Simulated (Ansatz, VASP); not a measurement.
# Cross-check of Ga2SeS (Ga2SSe, 1 layer) between VASP and Ansatz

Aim: how closely do two programs agree when they are given the same cell, functional and k mesh? The structure shown is the start of the Ansatz relaxation below; VASP solves that cell, so the two are compared at the walk's first step.

Main program and level: Ansatz 0.2.0; plane waves, with VASP 6.6.1 beside it; single point at PBE.

## (1) Set-up

The cell holds 4 atoms: 1 Se, 2 Ga and 1 S. Its edges and angles: a = 3.705 Å, b = 3.705 Å, c = 21.480 Å, α = 90.0°, β = 90.0°, γ = 120.0°. Vacuum lies along c.

## (2) Ansatz: relaxation, PBE

Ansatz runs on its default PAW (the set named soft_2) files.

The two programs are compared at the cell with which this relaxation starts, whose forces are those of its first step.

input.yaml reads:

```yaml
crystal:
  lattice:
    - [3.705, 0.0, 0.0]
    - [-1.8525, 3.208624121, 0.0]
    - [0.0, 0.0, 21.4796752986]
  atoms:
    - { symbol: Se, position: [0.3333333333, 0.6666666667, 0.3957229279] }
    - { symbol: Ga, position: [0.0, 0.0, 0.4513335359] }
    - { symbol: Ga, position: [0.0, 0.0, 0.564929294] }
    - { symbol: S, position: [0.3333333333, 0.6666666667, 0.6042770721] }
kpoints:
  mp_grid: { grid: [12, 12, 1] }
hamiltonian:
  xc: pbe
scf:
  occupations: { method: fermi_dirac, width: 0.05 }
  convergence: { dr2_threshold: 1.0e-08 }
efield:
  axis: 3
  dipole_correction: true
  ramp_position: 0.97
  ramp_width: 0.04
relax:
  f_tol: 0.01
  cell: { fix: [c, alpha, beta] }
output:
  write_potential: true
  write_density: true
  volumetric_format: npy
```

The run is started by

```sh
$ ansatz run input.yaml --threads 4 --pin off --max-ram 8192MiB --backend cpu --events-out ev --progress --plain --runs-dir out
```

Numbers of over 12 decimals in the logs are rounded to 6 here.

The log of the run:

```text
Warning: relax.cell: scf.convergence.dr2_threshold = 1e-8 eV is looser than the 4e-10 eV advised for a relaxation that steers and ends on the stress (1e-10 eV for each atom of the cell: 4). What an SCF threshold leaves in a stress goes as its square root, and in the free energy as the threshold itself, and one threshold admits the most on a small cell: [figures from the program's tests cut] Set scf.convergence.dr2_threshold to 4e-10 eV or tighter. The threshold is an SCF's pass mark: one that does not reach it within its budget of iterations ends unconverged, or closes short of it on a stop that the run arms, and scf.convergence.dr2_threshold's page says what that costs each kind of run
Engine: ansatz 0.2.0, aarch64-unknown-linux-gnu
Pseudopotentials: kind: paw
Pseudopotential: Se, paw, valence charge 16, recommended cutoff 420 eV (normal), Se.paw.azcp
Pseudopotential: Ga, paw, valence charge 13, recommended cutoff 420 eV (normal), Ga.paw.azcp
Pseudopotential: S, paw, valence charge 6, recommended cutoff 420 eV (normal), S.paw.azcp
Functional definition: PBE
  parameter kappa = 0.804
  parameter beta = 0.066725
  exchange = pbe_x(kappa = kappa, mu = beta*pi^2/3)
  correlation = pbe_c(beta = beta)
Crystal: 4 atoms, lattice volume = 255.349 Å³
Basis set: ecut = 420 eV, 4979 PW (Γ), exchange–correlation on 50×50×288 points (8 copies of the dense FFT grid, shifted against one another)
Bands: 29, of which v1, the nominal top of the filled ones, is band 24 counted from 1 (23 counted from 0)
Symmetry: 6 space group operations
Space group: P3m1 (ITA 156), of the structure as read, at distance tolerance 6.3e-5 Å
k-points: 19 of 144 (time reversal used)
Non-local potential: Se, projectors of the file, l = 0: 2, l = 1: 2, l = 2: 3, l = 3: 1
Non-local potential: Ga, projectors of the file, l = 0: 2, l = 1: 2, l = 2: 3, l = 3: 1
Non-local potential: S, projectors of the file, l = 0: 2, l = 1: 2, l = 2: 2
PAW form: soft (Blöchl's): semilocal exchange-correlation on the pseudo side does not see the compensation charge
PAW one-centre angular grid: Se, 590 points (default); XC on 64 Gauss nodes
PAW one-centre angular grid: Ga, 590 points (default); XC on 64 Gauss nodes
PAW one-centre angular grid: S, 110 points (default); XC on 64 Gauss nodes
Initial density: superposition of atomic densities (neutral atoms: chi_scale 0, normalization atom), corrected by the library's trained network
Initial wavefunctions: pseudopotential atomic-orbital guess
Functional: x = pbe(κ = 0.804, μ = 0.219515), c = pbe(β = 0.066725)
SCF iter   1: F=—  HF=-13939.478559 eV  |F-HF|=—  |Δ(HF+E_count)|=         —  Δρ=1.29e-3  dr2=1.43e-2  ethr=1.77e-3  p=0.033 e·Å  D=2.30e-2 V/Å  ΔV_dip=-0.49 eV  dr2_dipole=3.65e-3  V_vac-E_F(+/−)=4.59/5.09 eV  ⟨swp⟩=7.3  Hψ=2787  notcnv=0
efield: sawtooth ramp at fractional position 0.9700 (set: `efield.ramp_position`, or a place that a band, a saddle search or an elastic batch's reference lends), width 0.0400; the density the first Hamiltonian is built on has a dipole p = 0.033 e·Å; the dipole correction subtracts the counter field D = 2.30e-2 V/Å, which shifts the + side's vacuum level by -0.49 eV against the − side's; the planar-averaged density in the ramp window peaks in size at 2.0e-5 e/Å³
preconditioner: auto → Resta (q_TF=auto, 2.065 Å⁻¹)  ε∞=2.0  [insulator: Δε(μ)=1.583 eV  Ē_g=14.386 eV  σ=0.050 eV  W_gap=1.00  n_scr=44 (ndim 8)  ℏωp=14.3 eV  f_vac=0.636  D(μ)=0.00/eV (n_scr^D=0)  ε∞_Penn≈2.0  vacuum switching on, ρ_ref=1.5e-2 e/Å³]
SCF iter   2: F=—  HF=-13939.479669 eV  |F-HF|=—  |Δ(HF+E_count)|=   1.11e-3  Δρ=9.08e-4  dr2=1.62e-2  ethr=2.97e-5  p=0.005 e·Å  D=3.40e-3 V/Å  ΔV_dip=-0.07 eV  dr2_dipole=5.48e-3  V_vac-E_F(+/−)=4.74/4.82 eV  ⟨swp⟩=2.6  Hψ=906  notcnv=0  defer=13
SCF iter   3: F=—  HF=-13939.477393 eV  |F-HF|=—  |Δ(HF+E_count)|=   2.28e-3  Δρ=3.48e-4  dr2=5.28e-4  ethr=2.97e-5  p=0.021 e·Å  D=1.50e-2 V/Å  ΔV_dip=-0.32 eV  dr2_dipole=1.19e-4  V_vac-E_F(+/−)=4.65/4.98 eV  ⟨swp⟩=2.2  Hψ=743  notcnv=0  defer=13
SCF iter   4: F=—  HF=-13939.477833 eV  |F-HF|=—  |Δ(HF+E_count)|=   4.39e-4  Δρ=1.01e-4  dr2=3.49e-5  ethr=1.10e-6  p=0.018 e·Å  D=1.26e-2 V/Å  ΔV_dip=-0.27 eV  dr2_dipole=2.05e-8  V_vac-E_F(+/−)=4.68/4.95 eV  ⟨swp⟩=2.2  Hψ=686  notcnv=0  defer=13
SCF iter   5: F=—  HF=-13939.477896 eV  |F-HF|=—  |Δ(HF+E_count)|=   6.34e-5  Δρ=3.64e-5  dr2=5.20e-6  ethr=7.27e-8  p=0.017 e·Å  D=1.23e-2 V/Å  ΔV_dip=-0.26 eV  dr2_dipole=8.37e-9  V_vac-E_F(+/−)=4.68/4.94 eV  ⟨swp⟩=2.0  Hψ=809  notcnv=0  defer=13
[...]
Initial wavefunctions: pseudopotential atomic-orbital guess (no wavefunctions were taken with the density)
iter 1 solved again at ethr=5.45e-7 eV; its pass at ethr=3.10e-3 eV (dr2=2.62e-4 eV) is discarded
SCF iter   1: F=—  HF=-13939.634754 eV  |F-HF|=—  |Δ(HF+E_count)|=         —  Δρ=1.51e-4  dr2=1.31e-6  ethr=5.45e-7  p=-0.018 e·Å  D=-1.25e-2 V/Å  ΔV_dip=0.27 eV  dr2_dipole=3.44e-9  V_vac-E_F(+/−)=5.06/4.79 eV  ⟨swp⟩=3.0  Hψ=4184  notcnv=0
efield: sawtooth ramp at fractional position 0.9700 (set: `efield.ramp_position`, or a place that a band, a saddle search or an elastic batch's reference lends), width 0.0400; the density the first Hamiltonian is built on has a dipole p = -0.018 e·Å; the dipole correction subtracts the counter field D = -1.25e-2 V/Å, which shifts the + side's vacuum level by +0.27 eV against the − side's; the planar-averaged density in the ramp window peaks in size at 1.0e-5 e/Å³
preconditioner: auto → Resta (q_TF=auto, 2.062 Å⁻¹)  ε∞=2.0  [insulator: Δε(μ)=2.021 eV  Ē_g=14.167 eV  σ=0.050 eV  W_gap=1.00  n_scr=44 (ndim 8)  ℏωp=14.3 eV  f_vac=0.627  D(μ)=0.00/eV (n_scr^D=0)  ε∞_Penn≈2.0  vacuum switching on, ρ_ref=1.5e-2 e/Å³]
SCF iter   2: F=—  HF=-13939.637521 eV  |F-HF|=—  |Δ(HF+E_count)|=   2.77e-3  Δρ=7.56e-5  dr2=4.11e-7  ethr=2.74e-9  p=-0.018 e·Å  D=-1.25e-2 V/Å  ΔV_dip=0.27 eV  dr2_dipole=7.45e-9  V_vac-E_F(+/−)=5.06/4.79 eV  ⟨swp⟩=3.1  Hψ=1036  notcnv=0
SCF iter   3: F=—  HF=-13939.638929 eV  |F-HF|=—  |Δ(HF+E_count)|=   1.41e-3  Δρ=1.70e-5  dr2=2.89e-7  ethr=8.56e-10  p=-0.018 e·Å  D=-1.26e-2 V/Å  ΔV_dip=0.27 eV  dr2_dipole=5.40e-8  V_vac-E_F(+/−)=5.06/4.79 eV  ⟨swp⟩=3.0  Hψ=1001  notcnv=0
SCF iter   4: F=—  HF=-13939.639081 eV  |F-HF|=—  |Δ(HF+E_count)|=   1.52e-4  Δρ=4.03e-6  dr2=7.60e-8  ethr=6.02e-10  p=-0.018 e·Å  D=-1.25e-2 V/Å  ΔV_dip=0.27 eV  dr2_dipole=2.94e-8  V_vac-E_F(+/−)=5.06/4.79 eV  ⟨swp⟩=3.4  Hψ=1010  notcnv=0
SCF iter   5: F=-13939.639099 eV  HF=-13939.639097 eV  |F-HF|=2.14e-6  |Δ(HF+E_count)|=   1.58e-5  Δρ=1.09e-6  dr2=3.73e-9  ethr=2.08e-11  p=-0.018 e·Å  D=-1.25e-2 V/Å  ΔV_dip=0.27 eV  dr2_dipole=6.30e-10  V_vac-E_F(+/−)=5.06/4.79 eV  ⟨swp⟩=9.0  Hψ=4099  notcnv=0
SCF 5 converged in 5 iterations: F = -13939.639099 eV  dr2 = 3.73e-9
relax step   5: F+E_penalty+E_count = -13939.63909895 eV  Δ(F+E_penalty+E_count) = -1.509e-4 eV  max|allowed force component| = 9.972e-3 eV/Å  Δτ_max = 0.0000 Å  P = +0.013 GPa  Ω = 257.613 Å³  fix = [c, alpha, beta]  reactions: c +0.007 GPa  stress off target by 1.64e-2 GPa on what of the cell is left free  SCF on the basis re-selected at this cell (its energy is not comparable with the rows above)  (5 SCF iters)
basis re-selected at this cell: Δ(F+E_penalty+E_count) = -1.509e-4 eV, ΔP = -0.001 GPa vs the last step (what re-selecting the basis moved, of the pressure what is left beyond the Pulay correction that the steps carried, after the strain that the cell walked since its last selection, with what the two solves' SCF thresholds leave and, on support functions, any second-order correction that the steps lacked; it is no m [...]
WARN: The input density's exchange-correlation potential varies sharply where the density is thin. Do not read a vacuum level from v_tot or v_xc, or from such a field of the output density. On a cell that repeats whose density bears no net charge and no dipole along the vacuum's axis use v_es (v_loc + v_h of the components); under efield.dipole_correction with no amplitude use v_es + v_field, which holds any external [...]
SCF converged after 5 iterations
Free energy (F): -13939.639099 eV
Harris-Foulkes:  -13939.639097 eV  (|F-HF|=2.14e-6)
Internal energy: -13939.639099 eV  (E = F + TS)
E sigma→0 (E₀):  -13939.639099 eV
Fermi energy:    -0.570620 eV
Dipole field:    D = -0.012516 V/Å  (p = -0.017819 e·Å, saw-weighted, corrected)
Work function:   Φ+ = 5.0617 eV   Φ− = 4.7928 eV
Levels:          The Fermi level and band energies are counted from a zero that moves with the ramp; work functions are not
--- Per-component energies (eV) ---
  E_band       = -919.127794
  E_kinetic    = 454.379716
  E_local      = -37688.858879  (includes V_loc(G=0)·N_el)
  E_nonlocal   = 282.656912
  E_hartree    = 18470.943290
  E_xc         = -338.183819
  E_vxc        = -299.739044  (∫ρ·V_xc dr)
  E_paw        = -6489.764223  (= ΣΔE_a)
  E_vpaw       = -609.341928  (= ΣTr[D̂ρ^β])
  E_aug_tail   = -0.000789  (compensation charges beyond the density's cutoff)
  E_efield     = 0.000112  (sawtooth field / dipole correction)
  E_vefield    = -0.111660  (∫n·V_field dr)
  E_ewald      = 11369.188581
  E_smearing   = -0.000000  (= −TS)
  E_closure    = -0.000000  (closes the sum)
  Σ components = -13939.639099   (vs F -13939.639099, Δ=0.00e0)
--- Forces (eV/Å), atoms counted from 1 ---
  atom   1  Se     0.00000000     0.00000000    -0.00997465
  atom   2  Ga     0.00000000    -0.00000000     0.00886970
  atom   3  Ga     0.00000000    -0.00000000     0.00454615
  atom   4  S      0.00000000     0.00000000    -0.00345299
  max |Σ_I F_I| component: 1.18e-5 eV/Å
--- Stress (GPa, compression-positive) ---
        0.016399      -0.000000      -0.000000
        0.000000       0.016399      -0.000000
       -0.000000      -0.000000       0.007062
  P = ⅓ Tr σ = 0.0133 GPa (0.133 kbar)
--- Band table (eV; the first three rows and the last of 19) ---
  k-point 0: bands = [... 20 lower, -2.8143, -1.8911, -1.8911, -1.7670, 0.3674, 1.5524, 3.2896, 3.2896, ... 1 higher]
  k-point 1: bands = [... 20 lower, -2.9081, -2.4710, -2.0073, -1.6852, 0.7831, 1.9731, 2.9726, 3.4202, ... 1 higher]
  k-point 2: bands = [... 20 lower, -3.4022, -3.1455, -2.2941, -1.6651, 1.3504, 1.9279, 3.2000, 3.7001, ... 1 higher]
  k-point 18: bands = [... 20 lower, -5.1125, -3.7750, -3.0984, -3.0867, 1.0430, 1.8299, 3.1620, 4.0249, ... 1 higher]
--- Relaxed structure (4 steps of the walk, 4 accepted, 1 SCFs on fresh bases) ---
  F+E_penalty+E_count = -13939.63909895 eV   max|allowed force component| = 9.972e-3 eV/Å   (the final SCF, on the basis selected at the relaxed cell)
  cell:  # Å, volume = 257.6131 Å³
    - [3.721387, 0, 0]
    - [-1.860693, 3.222815, 0]
    - [0, 0, 21.4796752986]
  atoms:
    - { symbol: Se, position: [0.333333, 0.666667, 0.392158] }
    - { symbol: Ga, position: [-2.397266076275688e-18, -3.769236731989913e-17, 0.448569] }
    - { symbol: Ga, position: [-1.2131794823096823e-18, -3.7354056864480283e-17, 0.563530] }
    - { symbol: S, position: [0.333333, 0.666667, 0.612006] }
```

In the SCF lines HF is the Harris–Foulkes energy and dr2 the Hartree energy of the density residual, in eV; the loop may stop once dr2 is under the threshold and the program's other checks hold. Hψ counts applications of the Hamiltonian.

## (3) VASP: single point, PBE, start cell

The same cell, functional, mesh and smearing now go to VASP, with its own data sets.

Lines of VASP's logs that name or quote its potential files are left out, and so is its time.

INCAR reads:

```
SYSTEM = Ga2SeS
PREC = Accurate
ENCUT = 400
EDIFF = 1E-06
NELM = 120
ISMEAR = -1
SIGMA = 0.05
LREAL = .FALSE.
ALGO = Normal
GGA = PE
NBANDS = 25
LORBIT = 11
LWAVE = .FALSE.
LCHARG = .FALSE.
ISIF = 2
LDIPOL = .TRUE.
IDIPOL = 3
DIPOL = 0.5 0.5 0.504
LVHAR = .TRUE.
LASPH = .TRUE.
GGA_COMPAT = .FALSE.
EFERMI = MIDGAP
NELMDL = -8
```

POSCAR reads:

```
Ga2SeS
1.0
    3.7050000000      0.0000000000      0.0000000000
   -1.8525000000      3.2086240000      0.0000000000
    0.0000000000      0.0000000000     21.4796750000
Se Ga S
1 2 1
Direct
    0.3333333853      0.6666667706      0.3957229334
    0.0000000000      0.0000000000      0.4513335514
    0.0000000000      0.0000000000      0.5649293111
    0.3333333853      0.6666667706      0.6042770666
```

KPOINTS reads:

```
Automatic mesh
0
Gamma
12 12 1
0 0 0
```

Potentials, in the order of the species: Se, Ga_d and S (PBE family, release 64).

The run is started by

```sh
$ mpirun -np 1 vasp_std
```

The log of the run:

```text
[banner, memory and clock lines left out]
running    1 mpi-ranks, on    1 nodes
 distrk:  each k-point on    1 cores,    1 groups
 distr:  one band on    1 cores,    1 groups

 POSCAR found type information on POSCAR SeGaS
 POSCAR found :  3 types and       4 ions
 LDA part: xc-table for (Slater+PW92), standard interpolation
 POSCAR, INCAR and KPOINTS ok, starting setup
 FFT: planning ... GRIDC
 FFT: planning ... GRID_SOFT
 FFT: planning ... GRID
 WAVECAR not read
 entering main loop
       N       E                     dE             d eps       ncg     rms          rms(c)
DAV:   1     0.246845766959E+03    0.24685E+03   -0.15493E+04  1038   0.125E+03
DAV:   2     0.148179835594E+02   -0.23203E+03   -0.22686E+03  1123   0.297E+02
DAV:   3    -0.147757685009E+02   -0.29594E+02   -0.29346E+02  1263   0.109E+02
DAV:   4    -0.161276173752E+02   -0.13518E+01   -0.13493E+01  1412   0.249E+01
DAV:   5    -0.161464604970E+02   -0.18843E-01   -0.18831E-01  1396   0.269E+00
DAV:   6    -0.161472942800E+02   -0.83378E-03   -0.83370E-03  1404   0.500E-01
DAV:   7    -0.161473094977E+02   -0.15218E-04   -0.15217E-04  1372   0.716E-02
DAV:   8    -0.161473100207E+02   -0.52292E-06   -0.52298E-06  1292   0.130E-02    0.742E+00
DAV:   9    -0.157576382204E+02    0.38967E+00   -0.72964E-01  1403   0.203E+01    0.487E+00
DAV:  10    -0.157111965134E+02    0.46442E-01   -0.61523E-01  1305   0.676E+00    0.875E-01
DAV:  11    -0.157061533678E+02    0.50431E-02   -0.12847E-01  1236   0.518E+00    0.810E-01
DAV:  12    -0.157069903979E+02   -0.83703E-03   -0.11345E-02  1204   0.978E-01    0.255E-01
DAV:  13    -0.157062572837E+02    0.73311E-03   -0.25200E-03  1347   0.789E-01    0.262E-01
DAV:  14    -0.157061742638E+02    0.83020E-04   -0.15329E-03  1164   0.419E-01    0.532E-02
[...]
DAV:  19    -0.157065125091E+02   -0.11707E-03   -0.11383E-05  1116   0.189E-02    0.327E-03
DAV:  20    -0.157065491630E+02   -0.36654E-04   -0.41337E-06   987   0.183E-02    0.214E-03
DAV:  21    -0.157065661005E+02   -0.16938E-04   -0.98971E-07   824   0.558E-03    0.846E-04
DAV:  22    -0.157065715724E+02   -0.54719E-05   -0.28275E-07   882   0.450E-03    0.943E-04
DAV:  23    -0.157065769705E+02   -0.53981E-05   -0.43965E-07   761   0.384E-03    0.367E-04
DAV:  24    -0.157065782584E+02   -0.12879E-05   -0.35487E-08   844   0.247E-03    0.217E-04
DAV:  25    -0.157065806119E+02   -0.23535E-05   -0.97053E-08   798   0.108E-03    0.149E-04
DAV:  26    -0.157065812988E+02   -0.68693E-06   -0.19193E-08   852   0.848E-04
   1 F= -.15706581E+02 E0= -.15706581E+02  d E =-.120368E-07
```

[end of part 1 of 2]

[Lines on the potential files, build, host, timing and source positions are cut from VASP's logs without a mark.]

[Logs are printed without paths, hosts, clocks, repeated set-up lines and the standing remarks that a program may print on its own settings, such as how far it seeks lower states.]

[Hosts, paths, dates, database ids (printed as entryN), source tags and the programs' standing remarks are cut or masked in the printed files.]
